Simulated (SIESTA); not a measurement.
## TaN under changes of volume

One of the cells (10.776 Å³/atom); the others are scaled copies at fixed shape and fractional positions:

```xyz
2
Lattice="2.9380 0.0000 0.0000 -1.4690 2.5444 0.0000 0.0000 0.0000 2.8830" Properties=species:S:1:pos:R:3 pbc="T T T"
Ta    0.0000    0.0000    1.4415
N     1.4690    0.8481    0.0000
```

- Program: SIESTA 5.4.2
- Functional: PBEsol
- Potentials or basis: PseudoDojo 0.4 standard (PBEsol files)
- Basis: DZP (energy shift 0.003 Ry; two zetas on semicore shells)
- Grid cutoff: 800 Ry
- Energy shift: 0.003 Ry
- k mesh: 10 × 10 × 9
- Occupations: fermi-dirac, width 0.05 eV
- Spin: no spin polarisation

| volume (Å³/atom) | energy over the lowest point (meV/atom) | pressure (GPa) |
| --- | --- | --- |
| 10.129 | 47.00 | 25.4 |
| 10.345 | ? | ? |
| 10.560 | 4.27 | 7.1 |
| 10.776 | 0.00 | -0.6 |
| 10.991 | 5.67 | -7.7 |
| 11.207 | 20.30 | -13.9 |
| 11.422 | 42.79 | -19.5 |

Q: What does the run at 10.345 Å³/atom give?

A: Energy over the lowest point 19.52 meV/atom; pressure 15.7 GPa.

Worked out: A Birch-Murnaghan fit of order 3 (a polynomial in V^(-2/3)) to the other rows has its minimum at 10.76 Å³/atom with B0 = V·E''(V) = 370 GPa and B' = 4.3 at fixed shape and positions, which overstates the stiffness. It gives 19.45 meV/atom at 10.345 Å³/atom, against the run's 19.52, and -dE/dV = 15.7 GPa, against 15.7.

Energies are extrapolated to zero smearing.

Caveats: short orbitals over semicore shells can move pressures by several GPa; the basis of atomic orbitals isn't converged, which shifts pressures, moduli and gaps.
